A tungsten crystal is held at one fixed volume, $V = 15.85$ Å³ per atom, and its pressure is computed again and again. The functional changes from row to row, that is, the approximate rule for the exchange and correlation energy of the electrons. So do the program, the potentials that stand for the atomic cores, and several numerical settings. Positive pressure means that the crystal pushes outward and would expand if released; negative pressure means that it is stretched and would contract.

Kohn–Sham DFT of bcc tungsten (Im-3m) in VASP, ABINIT and Ansatz, releases of 2025 and 2026, at a fixed 15.85 Å³ per atom, with a static lattice and no spin–orbit coupling or dispersion correction. Hubbard U acts on the W d shell (W5 means U = 5 eV). Pressure is positive in compression, and Ansatz values omit the Pulay correction.

| method | rung | program | potentials | basis | Hubbard U, eV | spin | k mesh | smearing | pressure (GPa) |
| --- | --- | --- | --- | --- | --- | --- | --- | --- | --- |
| LDA | LDA | Ansatz | Ansatz PAW | 420 eV | none | none | 12x12x12 1-atom cell | gaussian 0.05eV | ? |
| LDA | LDA | VASP | VASP PAW LDA potentials, materialsproject | 520 eV | none | none | 12x12x12 1-atom cell | gaussian 0.05eV | ? |
| LDA | LDA | VASP | VASP PAW LDA potentials, recommended | 520 eV | none | none | 12x12x12 1-atom cell | Fermi-Dirac 0.05eV | -7.250 |
| LDA+U | LDA | VASP | VASP PAW LDA potentials, recommended | 520 eV | W5 | none | 12x12x12 1-atom cell | Fermi-Dirac 0.05eV | 7.680 |
| LDA+U | LDA | VASP | VASP PAW LDA potentials, recommended | 520 eV | W8 | none | 12x12x12 1-atom cell | Fermi-Dirac 0.05eV | 18.250 |
| PBE | GGA | VASP | VASP PAW PBE potentials, minimal | 500 eV | none | none | 12x12x12 1-atom cell | gaussian 0.1eV | 2.270 |
| PBE | GGA | VASP | VASP PAW PBE potentials, recommended | 520 eV | none | none | 12x12x12 1-atom cell | gaussian 0.011eV | 6.710 |
| PBEsol | GGA | ABINIT | JTH PAW PBE v2.0 | 435 eV | none | none | 5x5x5 1-atom cell | Fermi-Dirac 0.05eV | -3.550 |
| RPBE | GGA | Ansatz LAPW | all electron LAPW, scalar relativistic | 0.0005 eV/atom basis error | none | collinear random | 12x12x12 1-atom cell | cold 0.025eV | 10.160 |
| r2SCAN | meta-GGA | VASP | VASP PAW PBE potentials, recommended | 520 eV | none | none | 12x12x12 1-atom cell | Fermi-Dirac 0.05eV | 2.790 |
| PBE0 | hybrid | Ansatz | Ansatz PAW | 420 eV | none | none | 6x6x6 1-atom cell | Fermi-Dirac 0.05eV | -3.250 |
| r2SCANh | hybrid | Ansatz | Ansatz PAW | 500 eV | none | none | 6x6x6 1-atom cell | Fermi-Dirac 0.05eV | -3.080 |

The problem is to forecast the two pressures marked with a question mark, and to decide how far such a forecast can be trusted when the functional is known but the setup is new.

### (a) What does the pressure reveal about a functional, and why do LDA and PBE fall on opposite sides of zero?

**Solution.** Each functional has its own energy curve $E(V)$, with a minimum at its own preferred volume $V_0$. The pressure is minus the slope of that curve, $P = -\mathrm{d}E/\mathrm{d}V$. Close to the minimum the slope grows in proportion to the distance from it, and the bulk modulus $B$ sets the stiffness. To first order this gives

$$\frac{V_0}{V} - 1 \approx \frac{P}{B}.$$

Take the known plain LDA row, with $P = -7.25$ GPa, and a rough recalled bulk modulus of 310 GPa for tungsten. The ratio is $-7.25/310 \approx -0.023$, so LDA prefers a volume about 2.3 % smaller, near 15.5 Å³ per atom. A length changes by a third of that, or 0.8 %. PBE with the recommended potentials gives 6.71 GPa, and the same step says that it prefers lengths about 0.7 % greater than those of this cell.

The signs differ because this cell lies between the two preferred volumes. That PBE prefers the larger one comes from how the two functionals treat an uneven electron density. Electrons avoid one another, and this lowers the energy. LDA takes the size of that lowering, point by point, from a uniform electron gas of the same density. In a real atom the density falls off steeply, and there LDA makes the lowering too small. When atoms come together, their densities overlap and the valleys between them fill up, so the error shrinks. LDA therefore favours atoms that are close together over atoms that are apart, which is the well-known overbinding.

PBE belongs to the GGA rung, whose functionals also use the gradient of the density. They grant extra energy lowering where the density is steep in relation to its own value. Expanding the crystal thins out the density between the atoms and makes it relatively steeper there, so the extra lowering grows with volume. An energy term that falls as the volume grows is an outward push, and it adds positive pressure. In tungsten, PBE carries this far enough to turn tension into compression.

This argument yields a rule for neighbouring functionals: the more strongly a GGA rewards steep density, the higher its pressure in the same cell. PBEsol rewards it less than PBE does, and RPBE rewards it more. Their pressures, $-3.55$ and 10.16 GPa, lie on the expected sides of the PBE value from the recommended potentials. For RPBE the change of program is not to blame: a further VASP run with recommended potentials gives 10.44 GPa. The PBEsol value is less certain, since it comes from another program and a coarse mesh of k points.

### (b) How much can the pressure change when the functional stays the same?

**Solution.** The two PBE rows answer this directly. Both were run in VASP with the same mesh of k points, yet the minimal potentials give 2.27 GPa and the recommended ones 6.71 GPa. The gap of 4.44 GPa corresponds to about 0.5 % in length. It is a difference between two descriptions of the same crystal with the same functional.

The potentials are the likely main cause. The minimal set treats only 6 electrons per atom and freezes the others into the core, while the recommended set treats 14, among them the 5s and 5p shells. Frozen electrons cannot adjust when neighbouring atoms move closer or farther apart, and this alters the slope of the energy curve. The cutoff and the smearing also differ between the two rows, so the two rows alone do not isolate this cause. The recommended potentials have a check in their favour: for RPBE they come within 0.3 GPa of the all-electron run, which uses no such potentials.

The gap serves as a yardstick for the order of the functionals. With recommended potentials in VASP, PBE lies 13.96 GPa above LDA, about three times the gap between the PBE setups. That order is safe against a change of setup of this size. The order of PBE and r2SCAN is not: with the recommended potentials r2SCAN, at 2.79 GPa, lies below PBE, yet it lies above the PBE result from the minimal set.

The rung by itself is an even weaker guide. From PBEsol to RPBE, the GGA rows span 13.71 GPa, nearly as much as the step from LDA to PBE, though here the setups differ as well. The hybrids stand on the highest rung of the table, yet their pressures near $-3$ GPa lie below those of PBE. They were run in another program on a coarser mesh, so the size of that drop cannot be credited to the functional alone. What governs the pressure is how a functional responds to a change of volume, and a higher rung does not fix the direction of that response.

### (c) Which known row should serve as the reference, and what are the two forecasts?

**Solution.** Three known rows carry the rung label LDA, but only one of them is plain LDA. The other two add a Hubbard $U$, an energy penalty on partly filled local d orbitals. With potentials, cutoff and mesh unchanged, the pressure climbs from $-7.25$ GPa to 7.68 GPa at $U = 5$ eV and to 18.25 GPa at $U = 8$ eV. The first step alone exceeds the whole difference between LDA and PBE.

Since $P = -\mathrm{d}E/\mathrm{d}V$, a pressure that rises with $U$ means that the penalty shrinks as the cell expands. Which change in the d orbitals makes it shrink cannot be read from the pressures. Such a large $U$ is also hard to justify for the mobile d electrons of this metal. For the forecast, the point is simply that a row with $U$ follows a different energy curve, so averaging it with plain LDA would mix two different questions.

The reference is therefore the plain LDA row with recommended potentials. The model carries its value over unchanged, because the bias towards small volumes belongs to the functional and should travel with it into any sound setup. The error bar comes from part (b): the full gap between the PBE setups is taken as the half-width. This assumes that a change of setup shifts LDA by about as much as it shifts PBE.

For LDA in Ansatz and for LDA in VASP with the materialsproject potentials, the forecast is the same:

$$P = -7.25 \pm 4.44\ \text{GPa},$$

a range from $-11.69$ to $-2.81$ GPa. Both pressures should be negative, and no order between them is forecast. The half-width is a single observed difference, not a standard deviation, so no probability is attached to the range. Its lower end has a simple meaning: it is the pressure to expect if a new potential set shifts LDA as the minimal set shifted PBE.

### (d) How do the forecasts compare with the computed values?

The withheld rows as computed:

| method | rung | program | potentials | basis | Hubbard U, eV | spin | k mesh | smearing | pressure (GPa) |
| --- | --- | --- | --- | --- | --- | --- | --- | --- | --- |
| LDA | LDA | Ansatz | Ansatz PAW | 420 eV | none | none | 12x12x12 1-atom cell | gaussian 0.05eV | -9.060 |
| LDA | LDA | VASP | VASP PAW LDA potentials, materialsproject | 520 eV | none | none | 12x12x12 1-atom cell | gaussian 0.05eV | -7.360 |

**Solution.** Both pressures are negative and both lie within the range. For VASP with the materialsproject potentials, the computed value is $-7.36$ GPa, and the forecast is too high by only 0.11 GPa. This row shares the program, cutoff and mesh of the reference; the potential set and the form of the smearing differ. Together these two changes hardly move the pressure, so this set does not repeat the shift seen with the minimal PBE potentials.

The Ansatz row gives $-9.06$ GPa, and here the forecast is too high by 1.81 GPa. With the estimate of part (a), that miss amounts to $1.81/(3 \times 310) \approx 0.002$, or 0.2 % in length. Program, potentials, cutoff and the form of the smearing all change at once in this row, so the miss has no single proven source.

One contribution can at least be given a direction. These calculations describe the electrons by waves that fit into the cell, up to a cutoff energy. When the cell is squeezed with the same set of waves, every wave becomes shorter and the set reaches to higher energy. The description improves a little, and the energy drops for a reason that has no counterpart in the crystal. This false reward for compression pulls the computed pressure down; it is known as Pulay stress.

The Ansatz pressures are shown without the correction for this effect, and the cutoff is 420 eV against 520 eV in the reference. A pressure below the forecast is what this would produce. How much of the 1.81 GPa it explains is untested, since the potentials of the two programs may differ by a similar amount.

The error bar turned out wide. The three plain LDA setups spread over 1.81 GPa, less than half the gap between the two PBE setups. Two PBE rows, one of them with minimal potentials, were a cautious measure of what a change of setup can do. Three LDA rows are too few to replace it with a narrower general rule.

The separation between LDA and PBE survives the new rows with room to spare. Even the lower PBE result lies 9.52 GPa above the highest of the three plain LDA results. For an engineer who meets a computed pressure from an unfamiliar source, the first thing to establish is therefore the exact functional, including any $U$. The potentials and the numerical settings come next: in these rows they shift the pressure by up to a few gigapascals, which is enough to reverse the order of PBE and r2SCAN when the two come from different setups, but not that of LDA and PBE.
